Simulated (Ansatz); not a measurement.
A relaxation computed with Ansatz, from input to last step.

```yaml
crystal:
  lattice:
    - [1.7488904479, 1.7488904479, 0.0]
    - [-1.7488904479, 1.7488904479, 0.0]
    - [0.0, 0.0, 3.4423705054]
  atoms:
    - { symbol: Ni, position: [0.0, 0.0, 0.0], spin: 0.73 }
    - { symbol: Ni, position: [0.5, 0.5, 0.5], spin: 0.73 }
basis:
  ecutwfc: 420
kpoints:
  mp_grid: { grid: [22, 22, 16] }
hamiltonian:
  xc: pbesol
scf:
  occupations: { method: gaussian, width: 0.1 }
output:
  forces: true
  stress: true
  eigenvalues: true
  populations: true
magnetization:
  spin_polarized: true
relax:
  adjacent_minimum: "off"
  f_tol: 0.008
  max_steps: 40
  cell: { stress_tol: 0.015, fix: [a, b, gamma] }
```

```bash
ansatz run input.yaml --threads 1 --pin off --max-ram 2560MiB --backend cpu --events-out ev --progress --plain --runs-dir out
```

The calculation used DFT PBEsol, scalar-relativistic, plane waves, PAW (Ansatz 0.2.0).

Of 5 frames 4 are shown, positions in Å and forces in eV/Å; the SCF threshold varies from step to step. Steps run on the plane waves of an earlier cell, with a Pulay correction in the pressure. The basis is chosen afresh for the last frame, the zero of the energies, and at times for earlier ones too; energy and pressure step there, also at an unchanged geometry.

```xyz
2
Lattice="1.7489 1.7489 0.0000 -1.7489 1.7489 0.0000 0.0000 0.0000 3.4424" Properties=species:S:1:pos:R:3:forces:R:3 pbc="T T T" step=1 free_energy_over_end_meV_per_atom=0.36 pressure_GPa=-3.08
Ni    0.0000    0.0000    0.0000    0.0000    0.0000    0.0000
Ni    0.0000    1.7489    1.7212    0.0000    0.0000    0.0000
2
Lattice="1.7489 1.7489 0.0000 -1.7489 1.7489 0.0000 0.0000 0.0000 3.4343" Properties=species:S:1:pos:R:3:forces:R:3 pbc="T T T" step=2 free_energy_over_end_meV_per_atom=0.12 pressure_GPa=-2.57
Ni    0.0000    0.0000    0.0000    0.0000    0.0000    0.0000
Ni    0.0000    1.7489    1.7171    0.0000    0.0000    0.0000
2
Lattice="1.7489 1.7489 0.0000 -1.7489 1.7489 0.0000 0.0000 0.0000 3.4215" Properties=species:S:1:pos:R:3:forces:R:3 pbc="T T T" step=3 free_energy_over_end_meV_per_atom=-0.02 pressure_GPa=-1.75
Ni    0.0000    0.0000    0.0000    0.0000    0.0000    0.0000
Ni    0.0000    1.7489    1.7108    0.0000    0.0000    0.0000
2
Lattice="1.7489 1.7489 0.0000 -1.7489 1.7489 0.0000 0.0000 0.0000 3.4218" Properties=species:S:1:pos:R:3:forces:R:3 pbc="T T T" step=5 free_energy_over_end_meV_per_atom=0.00 pressure_GPa=-1.76
Ni    0.0000    0.0000    0.0000    0.0000    0.0000    0.0000
Ni    0.0000    1.7489    1.7109    0.0000    0.0000    0.0000
```

It took 2.8 min on 1 thread of Intel(R) Xeon(R) Platinum 8488C (Sapphire Rapids), with other jobs on the host, peak memory 0.86 GiB.